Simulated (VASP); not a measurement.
Here is a VASP 6.6.1 calculation.

Contents of POSCAR:

```
LiF
1.0
    0.0000000000      2.0140000000      2.0140000000
    2.0140000000      0.0000000000      2.0140000000
    2.0140000000      2.0140000000      0.0000000000
F Li
1 1
Direct
    0.5000000000      0.5000000000      0.5000000000
    0.0000000000      0.0000000000      0.0000000000
```

Contents of INCAR.step1:

```
SYSTEM = LiF
PREC = Accurate
ENCUT = 600
EDIFF = 1E-5
ISMEAR = -1
SIGMA = 0.05
LREAL = .False.
LASPH = .True.
NELM = 80
ALGO = Normal
LWAVE = .True.
LCHARG = .False.
GGA = PE
```

File INCAR.step2:

```
SYSTEM = LiF
PREC = Accurate
ENCUT = 600
EDIFF = 1E-6
ISMEAR = -1
SIGMA = 0.05
LREAL = .False.
LASPH = .True.
NELM = 80
ALGO = Normal
ISIF = 3
LWAVE = .False.
LCHARG = .False.
GGA = PE
LHFCALC = .True.
HFSCREEN = 0.2
PRECFOCK = Fast
IBRION = 2
NSW = 40
EDIFFG = -0.01
ISTART = 1
```

Contents of KPOINTS:

```
Automatic mesh
0
Gamma
  6 6 6
  0 0 0
```

Potentials or basis: VASP PAW PBE potentials, release 64 (F, Li_sv).

Command:

```bash
$ cat potpaw_PBE.64/F/POTCAR potpaw_PBE.64/Li_sv/POTCAR > POTCAR
$ cp INCAR.step1 INCAR
$ mpirun -np 1 vasp_std > vasp.out
$ cp INCAR.step2 INCAR
$ mpirun -np 1 vasp_std > vasp.out
```

Estimate the relaxed cell.

a = 2.827 Å, b = 2.827 Å, c = 2.827 Å, α = 60.00°, β = 60.00°, γ = 60.00°.

Estimate the space group after relaxing (to 0.05 Å).

Fm-3m (No. 225).

The path:
```tsv
step	energy change (eV)	largest force (eV/Å)	pressure (GPa)	volume (Å³)
1	0.0000	0.0000	-1.52	16.34
2	-0.0013	0.0000	-0.75	16.16
3	-0.0016	0.0000	0.03	15.98
```

Caveat: the k mesh is coarse (spacing up to 0.45 Å⁻¹), so the values aren't converged, least of all with exact exchange; the cutoff is under 1.25 times the usual one of these potentials, so pressure, stress and relaxed cells hold a basis-set (Pulay) error; the PAW data sets were made with another functional, which shifts forces and pressure a little.
